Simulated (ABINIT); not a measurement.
Here is an ABINIT 10.8.3 (patched build) calculation.

run.abi

```
# Pseudopotentials
pp_dirpath "./"
pseudos "Mn.GGA_PBE-JTH.xml, O.GGA_PBE-JTH.xml"

# Structure
acell 3*1.0 Angstrom
rprim
     0.0000000000     2.2239077028     2.2239077028
     2.2239077028     0.0000000000     2.2239077028
     2.2239077028     2.2239077028     0.0000000000
ntypat 2
znucl 25 8
natom 2
typat 1 2
xred
     0.0000000000     0.0000000000     0.0000000000
     0.5000000000     0.5000000000     0.5000000000

# Plane-wave basis
ecut 26.0
pawecutdg 48.0
pawxcdev 0

# k points
kptopt 1
ngkpt 10 10 10
nshiftk 1
shiftk 0.0 0.0 0.0

# Exchange and correlation
ixc -116133

# Bands and occupations
nband 16
occopt 3
tsmear 0.05 eV

# Spin
nsppol 2
spinat
     0.0000000000     0.0000000000     4.0000000000
     0.0000000000     0.0000000000     0.0000000000

# SCF cycle
nstep 100
tolvrs 1.0e-9

# Output
iomode 3
prtwf 0
prtden 0
prteig 0
prtebands 0
enunit 1
```

Potentials or basis: JTH PAW PBE v2.0.

Launch:

```sh
$ abinit run.abi > log 2>&1
```

Question: Predict the net moment.

Answer: 4.76 μB per cell.

Question: Estimate the site moments.

Answer: Mn +4.21; O +0.20 μB.

Caveat: a cell with one magnetic atom can't hold antiferromagnetic order, which such compounds often take.
